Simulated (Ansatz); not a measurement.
# Al2O3 (Corundum): the dielectric response by several routes

Wanted: ε∞ of Al2O3 (Corundum) from perturbation theory and the RPA step of G0W0, with cost.

Main program and level: Ansatz 0.2.0; linear response on PBE, plane waves, PAW.

**Experimental background.**

- ε∞ 3.068: E perpendicular to c (ordinary); generalized spectroscopic ellipsometry; 300 K; bulk crystal (polished m-plane sapphire substrate) (“Anisotropic dielectric functions, band-to-band transitions, and critical points in alpha-Ga2O3”, 2021, arxiv:2101.06595).

- ε∞ 3: high-frequency dielectric constant, planar response; infrared reflectance with oscillator fit; bulk crystal (bare r-plane substrate) (“A Controllable and Highly Propagative Hybrid Surface Plasmon-Phonon Polariton in a CdZnO-based Two-Interface System”, 2019, arxiv:1905.08660).

- ε∞ 3.042: E parallel to c (extraordinary); generalized spectroscopic ellipsometry; 300 K; bulk crystal (polished m-plane sapphire substrate) (“Anisotropic dielectric functions, band-to-band transitions, and critical points in alpha-Ga2O3”, 2021, arxiv:2101.06595).

### 1. Set-up

The structure is trigonal, space group R-3c (No. 167). Conventional cell: a = 4.760 Å, b = 4.760 Å, c = 12.996 Å, α = 90.00°, β = 90.00°, γ = 120.00°. Nearest to Al lie 6 O at 1.85 to 1.97 Å. Nearest to O lie 4 Al at 1.85 to 1.97 Å. Farther neighbours and most contacts between anions are not listed.

The cell and positions come from the Crystallography Open Database and are kept as given unless a step says otherwise. The default PAW set here is soft_2. Its files were made with PBE.

### 2. Response to a homogeneous field

ε∞ sets how strongly the crystal screens. Perturbation theory gives it with local fields and without a sum over empty bands.

This step: dielectric response by perturbation theory, PBE, plane waves, PAW.

input.yaml

```yaml
crystal:
  lattice:
    - [2.38025, 1.3742379782, 4.3318666667]
    - [-2.38025, 1.3742379782, 4.3318666667]
    - [0.0, -2.7484759565, 4.3318666667]
  atoms:
    - { symbol: Al, position: [0.35216, 0.35216, 0.35216] }
    - { symbol: Al, position: [0.14784, 0.14784, 0.14784] }
    - { symbol: Al, position: [0.64784, 0.64784, 0.64784] }
    - { symbol: Al, position: [0.85216, 0.85216, 0.85216] }
    - { symbol: O, position: [0.55668, 0.94332, 0.25] }
    - { symbol: O, position: [0.25, 0.55668, 0.94332] }
    - { symbol: O, position: [0.94332, 0.25, 0.55668] }
    - { symbol: O, position: [0.44332, 0.05668, 0.75] }
    - { symbol: O, position: [0.75, 0.44332, 0.05668] }
    - { symbol: O, position: [0.05668, 0.75, 0.44332] }
kpoints:
  mp_grid: { grid: [6, 6, 6] }
hamiltonian:
  xc: pbe
scf:
  occupations: { method: fixed }
dielectric: {}
```

The run is started by

```
$ ansatz run input.yaml --threads 3 --pin off --max-ram 64512MiB --backend cuda --events-out ev --progress --plain --runs-dir out --devices 1 --max-vram 24GiB  # rebuilt from the run's record
```

Numbers of over 12 decimals in the logs are rounded to 6 here.

Output:

```text
GPUs: using 1 of 1 available (devices: 1).
Engine: ansatz 0.2.0, x86_64-unknown-linux-gnu
Pseudopotentials: kind: paw
Pseudopotential: Al, paw, valence charge 3, recommended cutoff 420 eV (normal), Al.paw.azcp
Pseudopotential: O, paw, valence charge 6, recommended cutoff 420 eV (normal), O.paw.azcp
Functional definition: PBE
  parameter kappa = 0.804
  parameter beta = 0.066725
  exchange = pbe_x(kappa = kappa, mu = beta*pi^2/3)
  correlation = pbe_c(beta = beta)
device memory: the entry about to start is reckoned to put 3.3 GiB on a device that reports 74.5 GiB free (of which the cap on the GPU budget leaves the run 24.0 GiB)
GPU FFT provider: cuFFT
GPU libraries: cuBLAS 13.8.1, cuFFT 12.4.0, cuSOLVER 12.3.2
Crystal: 10 atoms, lattice volume = 85.018 Å³
Basis set: ecut = 420 eV, 1653 PW (Γ), exchange–correlation on 72×72×72 points (8 copies of the dense FFT grid, shifted against one another)
Bands: 34, of which v1, the nominal top of the filled ones, is band 24 counted from 1 (23 counted from 0)
Symmetry: 12 space group operations
k-points: 68 of 216 (irreducible under 2 space group operations, time reversal used)
Non-local potential: Al, projectors of the file, l = 0: 2, l = 1: 2, l = 2: 1
Non-local potential: O, projectors of the file, l = 0: 2, l = 1: 2, l = 2: 1
PAW form: soft (Blöchl's): semilocal exchange-correlation on the pseudo side does not see the compensation charge
PAW one-centre angular grid: Al, 110 points (default); XC on 64 Gauss nodes
PAW one-centre angular grid: O, 110 points (default); XC on 64 Gauss nodes
Initial density: superposition of atomic densities (neutral atoms: chi_scale 0, normalization atom), corrected by the library's trained network
Initial wavefunctions: pseudopotential atomic-orbital guess
GPU buffer pool allocated for 46656 grid points (all kernels)
GPU transforms: local potential and band sums: pruned to the plane-wave sphere, on 36×36×36
Functional: x = pbe(κ = 0.804, μ = 0.219515), c = pbe(β = 0.066725)
SCF iter   1: F=—  HF=-5569.548595 eV  |F-HF|=—  |Δ(HF+E_count)|=         —  Δρ=1.71e-3  dr2=1.20e-3  ethr=1.77e-3  ⟨swp⟩=4.4  Hψ=9299  notcnv=0  defer=491
preconditioner: auto → Resta (q_TF=auto, 2.480 Å⁻¹)  ε∞=3.5  [insulator: Δε(μ)=6.209 eV  Ē_g=17.616 eV  n_scr=20 (ndim 8)  ℏωp=27.9 eV  f_vac=0.000  ε∞_Penn≈3.5]
SCF iter   2: F=—  HF=-5569.550069 eV  |F-HF|=—  |Δ(HF+E_count)|=   1.47e-3  Δρ=8.67e-4  dr2=2.45e-4  ethr=2.51e-6  ⟨swp⟩=2.5  Hψ=4664  notcnv=0  defer=544
SCF iter   3: F=—  HF=-5569.550674 eV  |F-HF|=—  |Δ(HF+E_count)|=   6.06e-4  Δρ=2.63e-4  dr2=3.11e-5  ethr=5.10e-7  ⟨swp⟩=2.0  Hψ=3398  notcnv=0  defer=544
SCF iter   4: F=—  HF=-5569.550710 eV  |F-HF|=—  |Δ(HF+E_count)|=   3.59e-5  Δρ=4.73e-5  dr2=9.84e-7  ethr=6.47e-8  ⟨swp⟩=2.0  Hψ=3340  notcnv=0  defer=502
SCF iter   5: F=—  HF=-5569.550868 eV  |F-HF|=—  |Δ(HF+E_count)|=   1.58e-4  Δρ=8.19e-6  dr2=2.79e-8  ethr=2.05e-9  ⟨swp⟩=2.0  Hψ=3787  notcnv=0  defer=406
SCF iter   6: F=—  HF=-5569.550868 eV  |F-HF|=—  |Δ(HF+E_count)|=   8.97e-9  Δρ=2.07e-6  dr2=2.16e-9  ethr=5.82e-11  ⟨swp⟩=2.0  Hψ=3309  notcnv=0  defer=407
SCF iter   7: F=-5569.550868 eV  HF=-5569.550868 eV  |F-HF|=1.46e-11  |Δ(HF+E_count)|=   1.05e-9  Δρ=3.05e-7  dr2=5.33e-11  ethr=1.00e-12  ⟨swp⟩=11.3  Hψ=13610  notcnv=0
SCF 1 converged in 7 iterations: F = -5569.550868 eV  dr2 = 5.33e-11
  greatest PAW one-centre occupation: 0.859 electrons in one spin orbital (limit 2), on the O atom at site 7 (counted from 0), in its partial waves of l = 0
the response reads at least the filled bands of the reference SCF and the lowest empty band at each k-point, and that SCF's band table does not vouch for those bands. The notice of the band table in this run's record says why
device memory: the entry about to start is reckoned to put 0.5 GiB on a device that reports 74.0 GiB free (of which the cap on the GPU budget leaves the run 23.9 GiB)
NSCF: frozen V_eff on 1 k-points
device memory: the entry about to start is reckoned to put 0.5 GiB on a device that reports 74.0 GiB free (of which the cap on the GPU budget leaves the run 23.9 GiB)
NSCF: frozen V_eff on 1 k-points
device memory: the entry about to start is reckoned to put 0.5 GiB on a device that reports 73.9 GiB free (of which the cap on the GPU budget leaves the run 23.9 GiB)
NSCF: frozen V_eff on 1 k-points
device memory: the entry about to start is reckoned to put 0.5 GiB on a device that reports 73.9 GiB free (of which the cap on the GPU budget leaves the run 23.9 GiB)
NSCF: frozen V_eff on 1 k-points
device memory: the entry about to start is reckoned to put 0.5 GiB on a device that reports 73.9 GiB free (of which the cap on the GPU budget leaves the run 23.9 GiB)
NSCF: frozen V_eff on 1 k-points
device memory: the entry about to start is reckoned to put 0.1 GiB (of the 0.1 GiB reckoned in all, the device holds 0.1 GiB already) on a device that reports 73.9 GiB free (of which the cap on the GPU budget leaves the run 23.9 GiB)
device memory: the entry about to start is reckoned to put 1.6 GiB (of the 1.7 GiB reckoned in all, the device holds 0.1 GiB already) on a device that reports 73.9 GiB free (of which the cap on the GPU budget leaves the run 23.9 GiB)
DFPT response loops at Γ: preconditioner auto → none (the input reference at scf.mixing.eps_inf says where Resta's filter doesn't serve); β = 0.50; Broyden in place of MSR1
SCF converged after 7 iterations
Free energy (F): -5569.550868 eV
Harris-Foulkes:  -5569.550868 eV  (|F-HF|=1.46e-11)
Internal energy: -5569.550868 eV  (E = F + TS)
E sigma→0 (E₀):  -5569.550868 eV
Fermi energy:    7.750930 eV
--- Per-component energies (eV) ---
  E_band       = 66.966047
  E_kinetic    = 1184.756873
  E_local      = -1979.097230  (includes V_loc(G=0)·N_el)
  E_nonlocal   = 324.568146
  E_hartree    = 734.069362
  E_xc         = -613.961166
  E_vxc        = -697.573858  (∫ρ·V_xc dr)
  E_paw        = -2822.171459  (= ΣΔE_a)
  E_vpaw       = -233.841717  (= ΣTr[D̂ρ^β])
  E_aug_tail   = 0.015174  (compensation charges beyond the density's cutoff)
  E_ewald      = -2397.730569
  E_smearing   = -0.000000  (= −TS)
  E_closure    = -0.000000  (closes the sum)
  Σ components = -5569.550868   (vs F -5569.550868, Δ=0.00e0)
--- Band table (eV; the first three rows and the last of 68) ---
  k-point 0: bands = [... 20 lower, 7.2534, 7.7066, 7.7066, 7.7509, 13.9678, 16.9105, 18.5126, 19.2898, ... 6 higher]
  k-point 1: bands = [... 20 lower, 7.0658, 7.4032, 7.6666, 7.7001, 14.5977, 17.4177, 18.0775, 18.9780, ... 6 higher]
  k-point 2: bands = [... 20 lower, 6.9074, 7.1998, 7.5192, 7.5646, 15.9118, 17.5684, 17.9221, 18.2813, ... 6 higher]
  k-point 67: bands = [... 20 lower, 7.3683, 7.3683, 7.3683, 7.3683, 16.4293, 16.4293, 18.8590, 18.8590, ... 6 higher]
--- Dielectric response (ions clamped): 2 representative field directions + reference, on 68 of 216 k-points (Σ response iterations 15) ---
  k mesh reduced under 2 symmetry operations, with k and −k counted as one. Each operation leaves every solved perturbation unchanged. A smaller set is not considered because the run solves the response to a homogeneous field
  ε∞ (high-frequency dielectric tensor):
        3.248743     0.000000     0.000000
       -0.000000     3.248743     0.000000
       -0.000000     0.000000     3.216415
  Born effective charges Z* (e; rows j = field, columns β = displacement):
    site 0:
         2.98072   -0.03362   -0.00000
         0.03362    2.98072    0.00000
         0.00000    0.00000    2.94856
    site 1:
         2.98072    0.03362    0.00000
        -0.03362    2.98072    0.00000
        -0.00000    0.00000    2.94856
    site 2:
         2.98072   -0.03362   -0.00000
         0.03362    2.98072    0.00000
         0.00000    0.00000    2.94856
    site 3:
         2.98072    0.03362    0.00000
        -0.03362    2.98072    0.00000
        -0.00000    0.00000    2.94856
    site 4:
        -2.08654   -0.00000   -0.00000
         0.00000   -1.88775    0.26934
         0.00000    0.36360   -1.96571
    site 5:
        -1.93745    0.08608   -0.23326
         0.08608   -2.03684   -0.13467
        -0.31489   -0.18180   -1.96571
    site 6:
        -1.93745   -0.08608    0.23326
        -0.08608   -2.03684   -0.13467
         0.31489   -0.18180   -1.96571
    site 7:
        -2.08654   -0.00000   -0.00000
        -0.00000   -1.88775    0.26934
         0.00000    0.36360   -1.96571
    site 8:
        -1.93745    0.08608   -0.23326
         0.08608   -2.03684   -0.13467
        -0.31489   -0.18180   -1.96571
    site 9:
        -1.93745   -0.08608    0.23326
        -0.08608   -2.03684   -0.13467
         0.31489   -0.18180   -1.96571
  Z* charge neutrality: 8.110e-5 e pre-enforcement
  k-mesh period / interband length: 28.6 Å / 1.25 Å = 22.92 at k = (0.0000, 0.0000, 0.0000), direct gap 6.217 eV — 14 or more, which is no proof of convergence
```

It took 14 s on 1 × NVIDIA H100 80GB HBM3 (shared by 3 runs) with 3 threads of AMD EPYC 7R13 (Zen 3), shared host; peak memory 1.5 GiB.

One over ε∞ averages 0.31, somewhat over the quarter of exact exchange in PBE0.

High-frequency dielectric tensor:

```
3.25 0.00 0.00
0.00 3.25 0.00
0.00 0.00 3.22
```

Born effective charge (e), principal values of the symmetric part by kind of site:

```tsv
atom	atoms with these values	low	middle	high	mean
Al1	4	2.95	2.98	2.98	2.97
O5	6	-2.25	-2.09	-1.61	-1.98
```

In full for O5:

```
-2.09  0.00  0.00
 0.00 -1.89  0.27
 0.00  0.36 -1.97
```

### 3. RPA screening from the G0W0 run

Now the one-shot GW correction: screening in the RPA, then the self-energy of the levels asked for.

This step: G0W0 on PBE, plane waves, PAW.

input.yaml, as its differences from that of step 2:

```diff
@@ -17,3 +17,3 @@
 kpoints:
-  mp_grid: { grid: [6, 6, 6] }
+  mp_grid: { grid: [4, 4, 4] }
 hamiltonian:
@@ -22,2 +22,7 @@
   occupations: { method: fixed }
-dielectric: {}
+gw:
+  n_empty_bands: 354
+  ecut_chi: 150.0
+  qp_bands: [v3, c3]
+  qp_kpoints: band_edges
+  screening: { model: contour_deformation }
```

Output:

```text
GPUs: using 1 of 1 available (devices: 1).
[...]
GPU FFT provider: cuFFT
GPU libraries: cuBLAS 13.8.1, cuFFT 12.4.0, cuSOLVER 12.3.2
Crystal: 10 atoms, lattice volume = 85.018 Å³
Basis set: ecut = 420 eV, 1653 PW (Γ)
Bands: 34, of which v1, the nominal top of the filled ones, is band 24 counted from 1 (23 counted from 0)
[... 1 set-up line as in the run before ...]
[...]
k-points: 13 of 64
[...]
1    23      7.5967   -26.8143     4.2568   -21.1261  0.8061     6.1512     6.1653  root
[...]
12    24      7.3684   -26.7487     4.2949   -20.9898  0.8056     5.8894     5.9044  root
    12    25     16.4293   -10.5419    -4.2579   -16.2397  0.8439    17.8801    17.8692  root
    12    26     16.4293   -10.5419    -4.2579   -16.2397  0.8439    17.8801    17.8692  root
    12    27     18.8590    -7.1141    -4.5791   -13.0268  0.8560    20.2026    20.1926  root
[key lines of the parts left out:]
SCF converged after 6 iterations
Free energy (F): -5569.550833 eV
Fermi energy:    7.750965 eV
```

Wall time 19 s (1 × NVIDIA H100 80GB HBM3 (shared by 3 runs) with 3 threads); peak memory 1.5 GiB; 29 s of CPU time.

Numbers from this step:

```yaml
bands_summed: 378
rpa_eps_infinity_on_this_mesh_eigenvalues: 3.063, 3.091, 3.091
plane_waves_in_the_screening_matrix: 339
g0w0_gap_on_the_mesh: 8.912 eV
k_of_the_valence_top: 0, 0, 0
k_of_the_conduction_bottom: 0, 0, 0
starting_gap_on_the_mesh: 6.217 eV
least_direct_g0w0_gap_on_the_computed_points: 8.912 eV
```

The gap on the mesh goes from 6.22 eV to 8.91 eV, a correction of +2.69 eV. Between the two edge states, bare exchange in place of the xc potential would open the gap by 10.78 eV, and correlation takes back 8.08 eV.

Mean over the mesh in bins of 0.25 1/Å. Static inverse dielectric function, diagonal against length of q+G:

length of q+G (Å⁻¹), static inverse dielectric function, diagonal and a bar from the least value:
```
     0.36      0.346 
     0.49      0.356 
     0.74      0.391 ##
     1.01      0.438 ####
     1.50      0.529 #########
     1.76      0.577 ###########
     2.01      0.622 #############
     2.26      0.665 ###############
     2.50      0.705 #################
     2.76      0.744 ###################
     3.01      0.779 #####################
     3.49      0.832 #######################
     3.75      0.854 ########################
     4.01      0.873 #########################
     4.26      0.889 ##########################
     4.50      0.903 ###########################
     4.75      0.916 ###########################
     5.00      0.929 ############################
     5.50      0.950 #############################
     5.75      0.958 #############################
     6.00      0.965 ##############################
     6.20      0.970 ##############################
```

### 4. The values together

Times are wall times on 1 × NVIDIA H100 80GB HBM3 (shared by 3 runs) with 3 threads of AMD EPYC 7R13 (Zen 3), shared host, good to a factor of about two.

```tsv
method	mesh	ε∞, low	middle	high	mean	time
perturbation theory (local fields and xc kernel)	6×6×6	3.22	3.25	3.25	3.24	14 s
RPA with local fields, on the GW mesh	4×4×4	3.06	3.09	3.09	3.08	19 s
```

### 5. What came out

```yaml
perturbation_theory_local_fields_and_xc_kernel: 3.22, 3.25, 3.25
rpa_with_local_fields_on_the_gw_mesh: 3.06, 3.09, 3.09
```

What this shows: Mean Born effective charge: Al1 2.97, O5 -1.98 e. The RPA values on the 4×4×4 mesh average 0.95 times those of perturbation theory (means 3.08 and 3.24). Without the xc kernel RPA should lie a little lower, as the mean does. Against experiment, the principal values 3.22 and 3.25 of the first method stand beside the measured 3.068 (E perpendicular to c (ordinary), 2021), 3 (high-frequency dielectric constant, planar response, 2019) and 3.042 (E parallel to c (extraordinary), 2021); the mean is +7 % off. PBE usually puts the gap too low, which tends to raise ε∞. Ions are clamped, so the lattice part of the static constant is not in these numbers.

[Paths, hosts, dates, memory and timing lines, banners, echoed tables and standing remarks are left out of the program output.]

[Logs are printed without paths, hosts, clocks, repeated set-up lines and the standing remarks that a program may print on its own settings, such as how far it seeks lower states.]

[Runs of the session that timed out or met a known fault of the program may be left out.]

[Cells called generated may have been cut or substituted from an entry of the Crystallography Open Database or the Materials Project.]

[Hosts, paths, dates, database ids (printed as entryN), source tags and the programs' standing remarks are cut or masked in the printed files.]
